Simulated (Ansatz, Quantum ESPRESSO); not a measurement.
# Electron mass and direct gap of wurtzite zinc oxide with semi-local functionals, several pseudopotential sets and changed cells

In wurtzite zinc oxide each zinc atom has four oxygen neighbours. The bottom of the conduction band is built mainly from zinc 4s and oxygen s states, the top of the valence band from oxygen 2p states with some zinc 3d. The problem is to find how the electron mass at Gamma follows the direct gap when functional, pseudopotentials, spin-orbit coupling or cell are changed. The mass enters the mobility and the density of states of transparent conducting layers, so an error in the gap can pass into both. The calculated quantities are the Kohn-Sham gap between the band edges at Gamma and the inverse band curvature along and across c, in units of the free-electron mass m0. Measured values are set beside the computed ones further on.

## Systems and settings

Wurtzite zinc oxide: space group 186, 4 atoms, cell lengths 3.250, 3.250, 5.207 angstrom (tabulated); this cell is used unless the row names a relaxed one or a changed volume. The relaxation was done with GBRV ultrasoft pseudopotentials. Quantum ESPRESSO 7.5; PseudoDojo norm-conserving pseudopotentials unless the row names another set. Levels are solved on short lines through each extremum and fitted by a polynomial; the mass is the inverse curvature at the extremum. The same in all rows: self-consistent k mesh: 12x12x8.

Notes on method and selection:

- Masses are band curvatures at the extremum, without polaron or other many-body corrections; measured masses in polar crystals include them.
- In a two-band k.p picture 1/m - 1 goes as E_P / E_gap for bands that couple across the gap, with E_P changing little between functionals.
- Levels with a gap under 0.04 eV at Gamma are left out; measured heavy- and light-hole masses are left out, since they are orbit averages.
- Runs that did not converge, have known faults or may not be shown are not listed, and runs on Ansatz's PAW sets soft_1 and soft_2 are kept to separate tables.

Columns:

- gap at Gamma (eV): direct Kohn-Sham gap at Gamma.
- cutoff (Ry): wave cutoff.
- electron mass (m0): electron mass at Gamma along c.
- electron mass (m0): electron mass at Gamma across c.

Input lines of one member:

```
calculation = 'scf'
nat = 4
ntyp = 2
ecutwfc = 40
ecutrho = 200
occupations = 'fixed'
conv_thr = 1e-10
mixing_beta = 0.6
```

Command (options for logging and memory left out): `pw.x -in pw.in`

## Numbers

```
member                                                                                                                 gap at Gamma (eV)  cutoff (Ry)  electron mass (m0)  electron mass (m0)
PBEsol, GBRV ultrasoft                                                                                                 0.716              40           0.137               0.132
LDA, GBRV ultrasoft                                                                                                    0.743              40           0.141               0.136
PBE, fully relativistic norm-conserving , spin-orbit coupling, cell and positions relaxed first by PBE without it      0.789              76           ?                   ?
PBE, SSSP efficiency                                                                                                   0.801              45           0.148               0.144
PBE, fully relativistic norm-conserving , spin-orbit coupling, cell volume changed by +3 %, fractional positions kept  0.804              76           0.147               0.145
PBE, GBRV ultrasoft                                                                                                    0.821              40           0.151               0.147
PBE, fully relativistic norm-conserving , spin-orbit coupling                                                          0.850              76           0.155               0.153
PBE, fully relativistic norm-conserving , spin-orbit coupling, cell volume changed by −3 %, fractional positions kept  0.897              76           0.164               0.161
```

Cells marked ? are withheld until the estimate has been made.

Least-squares fits to the members shown, with x = gap at Gamma (eV); R² and errors in the fitted variable (y, or ln y where the fit is in ln y):

```
y                   members  fit                     R²    rms residual  leave-one-out rms  the same for the mean of the others
electron mass (m0)  7        y = 0.03285 + 0.1444 x  0.98  0.0011        0.0018             0.0096
electron mass (m0)  7        y = 0.01741 + 0.1591 x  0.99  7.0×10⁻⁴      0.0011             0.011
```

## Reading the trend

A larger gap goes with a heavier electron. From PBEsol to PBE in the cell compressed by 3 %, the gap grows from 0.716 to 0.897 eV and the mass along c from 0.137 to 0.164 m0, a mean slope of 0.027 / 0.181 = 0.149 m0 per eV. The only reversal along c is between the rows at 0.801 and 0.804 eV, and it amounts to 0.001 m0. Across c the order is kept throughout, and the mass is smaller than along c in every row shown.

The reason is the repulsion between the s-like conduction band and the p-like valence bands away from Gamma. It bends the conduction band upwards, more strongly the closer the bands lie. In the two-band form, 1/m − 1 = E_P / E_gap, with m in m0. The masses along c give E_P = (1/0.137 − 1) × 0.716 = 4.51 eV for PBEsol and (1/0.164 − 1) × 0.897 = 4.57 eV for the compressed cell. The coupling thus changes by little over 1 % between these two rows, while the gap changes by a quarter. This E_P is an effective number that also absorbs the influence of other bands.

The gap itself is moved by several causes. Compression shortens the bonds and raises the antibonding conduction edge: between +3 % and −3 % in volume the gap rises by 0.897 − 0.804 = 0.093 eV. At the tabulated cell, the three PBE rows with different pseudopotentials still differ by 0.850 − 0.801 = 0.049 eV, about as much as a 3 % change of volume produces. The highest of the three also includes spin-orbit coupling, which no pair of rows isolates; for elements as light as these its effect on the conduction edge should be small.

All these gaps are far below the measured one, a known failing of semi-local functionals, made worse here by zinc 3d levels that lie too high. The trend is therefore established only for small gaps.

## A prediction

Plain estimates from the members shown:

- PBE, fully relativistic norm-conserving , spin-orbit coupling, cell and positions relaxed first by PBE without it, fit at x = 0.789: 0.147 m0
- PBE, fully relativistic norm-conserving , spin-orbit coupling, cell and positions relaxed first by PBE without it, straight-line interpolation between LDA, GBRV ultrasoft and PBE, SSSP efficiency: w = (0.789 − 0.743) / (0.801 − 0.743) = 0.793, so 0.141 + 0.793 × (0.148 − 0.141) = 0.147 m0

The closest relatives of the withheld member are the three fully relativistic PBE rows, which share its pseudopotentials, cutoff and spin-orbit coupling. PBE usually makes the cell of such an oxide too large, and the gap of 0.789 eV, slightly below that of the cell expanded by 3 %, fits this.

The fit to all members gives 0.147 m0, but at 0.804 eV the same fit gives 0.03285 + 0.1444 × 0.804 = 0.149 m0, where the expanded cell has 0.147 m0. A line within the fully relativistic family avoids this offset. From the tabulated to the expanded cell its slope is (0.155 − 0.147) / (0.850 − 0.804) = 0.174 m0 per eV. Extended to the withheld member, it gives 0.147 − 0.174 × (0.804 − 0.789) = 0.1444 m0.

The route can be tried on the expanded cell, using the other two rows. Their slope is (0.164 − 0.155) / (0.897 − 0.850) = 0.191 m0 per eV, which leads to 0.155 − 0.191 × 0.046 = 0.1462 m0, a miss of 0.0008 m0. The step now needed is only a third as long, but relaxation also changes the axial ratio and the atomic positions, which the volume series keeps fixed. The full miss, rounded to 0.001 m0, is therefore kept as the standard deviation. The estimate refers to the mass along c.

**Committed estimate, PBE, fully relativistic norm-conserving , spin-orbit coupling, cell and positions relaxed first by PBE without it: electron mass = 0.144 ± 0.001 m0.**

## Result

```
member                                                                                                             gap at Gamma (eV)  cutoff (Ry)  electron mass (m0)  electron mass (m0)
PBE, fully relativistic norm-conserving , spin-orbit coupling, cell and positions relaxed first by PBE without it  0.789              76           0.144               0.144
```

```
member                                                                                                             estimate       electron mass (m0)  computed  estimate − computed  miss in error bars
PBE, fully relativistic norm-conserving , spin-orbit coupling, cell and positions relaxed first by PBE without it  committed      0.144               0.144     0.000                0.0
PBE, fully relativistic norm-conserving , spin-orbit coupling, cell and positions relaxed first by PBE without it  fit            0.147               0.144     +0.003
PBE, fully relativistic norm-conserving , spin-orbit coupling, cell and positions relaxed first by PBE without it  interpolation  0.147               0.144     +0.003
```

The estimate of 0.144 ± 0.001 m0 agrees with the computed 0.144 m0 to the printed digits. The fit and the interpolation both gave 0.147 m0, too heavy by 0.003 m0.

Staying within the fully relativistic PBE rows was the right choice. Their line predicted a drop of 0.0026 m0 from the expanded cell, and the computed drop is 0.147 − 0.144 = 0.003 m0. This is a test over a short step of 0.015 eV in the gap.

One regularity of the other rows did not carry over. In all of them the mass across c is smaller than along c, by 0.002 to 0.005 m0, whereas in the relaxed cell the two are equal as printed.

The result fits the two-band picture, but with a coupling that is not quite constant. Along c the relaxed cell gives E_P = (1/0.144 − 1) × 0.789 = 4.69 eV, against 4.57 eV for the compressed cell. Over all eight rows E_P runs from 4.51 to 4.69 eV, a ratio of 4.69 / 4.51 = 1.04. The change of little over 1 % that I gave before the estimate came from two rows that both lie in the lower part of this range, and it made the coupling look steadier than it is. The functional matters about as much as the cell: with GBRV pseudopotentials in the tabulated cell, E_P goes from 4.51 eV for PBEsol to (1/0.151 − 1) × 0.821 = 4.62 eV for PBE. The gap sets most of the mass, while cell and functional each have a smaller influence of their own.

## Residuals

Least-squares fits to the whole series, with x = gap at Gamma (eV); R² and errors in the fitted variable (y, or ln y where the fit is in ln y):

```
y                   members  fit                     R²    rms residual  leave-one-out rms  the same for the mean of the others
electron mass (m0)  8        y = 0.03118 + 0.1460 x  0.97  0.0014        0.0021             0.0090
electron mass (m0)  8        y = 0.01804 + 0.1585 x  0.99  7.4×10⁻⁴      0.0010             0.0097
```

Largest departures from the fit to the whole series:

```
member                                                                                                                 electron mass (m0)  fit    computed − fit  in rms residuals
PBE, fully relativistic norm-conserving , spin-orbit coupling, cell and positions relaxed first by PBE without it      0.144               0.146  −0.002          1.7
PBE, fully relativistic norm-conserving , spin-orbit coupling, cell volume changed by −3 %, fractional positions kept  0.164               0.162  +0.002          1.4
PBE, fully relativistic norm-conserving , spin-orbit coupling, cell volume changed by +3 %, fractional positions kept  0.147               0.149  −0.002          1.1
LDA, GBRV ultrasoft                                                                                                    0.141               0.140  +0.001          1.0
```

No member lies as far as two rms residuals from the fit along c. The two largest departures are both in the fully relativistic PBE rows: the relaxed cell lies 0.002 m0 below the line, the compressed cell 0.002 m0 above it. Behind them come the expanded cell, below the line, and PBEsol and LDA, above it, too close in size to be ranked from the rounded masses. Among the fully relativistic PBE rows the mass rises by (0.164 − 0.144) / (0.897 − 0.789) = 0.185 m0 per eV, against 0.146 m0 per eV in the fit, which also contains changes of functional and pseudopotentials.

A possible cause is the mixing of zinc 3d into the oxygen 2p states. Shorter bonds strengthen it, which weakens the coupling to the conduction band and makes the electron heavier at a given gap. That has the sign of the departures in the three changed cells, but no row tests it separately. Nor does it explain why PBEsol and LDA lie above the line, since their bonds are those of the tabulated cell. The usual growth of the momentum matrix element on compression would act the other way.

For the relaxed cell, the changed axial ratio and atomic positions may matter as well. Its mass lies below the fit along c but not across c, where the fit gives 0.01804 + 0.1585 × 0.789 = 0.143 m0 and the computed value is 0.144 m0.

## Checking against experiment

```
member                                                         quantity            measured  computed  computed − measured  conditions                                                    source
PBE, fully relativistic norm-conserving , spin-orbit coupling  electron mass (m0)  0.28      0.153     −0.127 (−45.4 %)     given without a direction; compiled value; method not stated  [1]
```

Sources:

[1] "a printed reference work (luminescence-related properties of II-VI compound semiconductors)" (not stated, book:83b9e9b33d)

The only comparison is for fully relativistic PBE in the tabulated cell: 0.153 m0 computed across c against 0.28 m0 measured, a difference of −0.127 m0 or −45.4 %. The measured value has no stated direction, but this matters little, since the computed mass along c is 0.155 m0. With a single measured mass, the trend with the gap is not tested against experiment.

Two known effects would make the computed mass the lighter one. The semi-local gap is much too small, which strengthens the repulsion between the band edges and sharpens the curvature of the conduction band. The measured mass may also include the drag of the polar lattice on the electron, which in this oxide adds very roughly a tenth to a fifth to the band mass.

The measured number is a compiled value without a stated method. If it came from heavily doped samples, it would describe electrons above the band edge, where the band is flatter and the mass larger. It therefore does not fix the size of the error in the band mass, but the lattice drag alone is too small to explain the difference.

## Closing remarks

Between gaps of 0.716 and 0.897 eV, a gap larger by 0.1 eV goes with an electron mass larger by about 0.015 m0 along c and 0.016 m0 across c. A new semi-local calculation in this range can be estimated from its gap to about 0.002 m0 along c and 0.001 m0 across c, against 0.009 and 0.010 m0 from the mean of the other rows. These are typical errors, and a single case can be worse: for the relaxed cell, the fit made beforehand was off by 0.003 m0 along c.

For devices, the effective density of states of the conduction band at 300 K is about 2.5×10¹⁹ cm⁻³ × √(m_c × m_a²), with the masses along and across c in m0; the prefactor is 2 (2π m0 kT / h²)^(3/2). With the root rounded to two figures, this is roughly 2.5×10¹⁹ × 0.055 = 1.4×10¹⁸ cm⁻³ for the relaxed cell and 2.5×10¹⁹ × 0.065 = 1.6×10¹⁸ cm⁻³ for the compressed one. Both values are probably too low for the real material, since the semi-local masses that enter them are too light.

The largest omission is the correction of the gap by exact exchange or a many-body self-energy. It would open the gap far beyond the range of the table and make the electron heavier. The linear fits are not tested there and should not be extended to the true gap.

[Logs are printed without paths, hosts, clocks, repeated set-up lines and the standing remarks that a program may print on its own settings, such as how far it seeks lower states.]
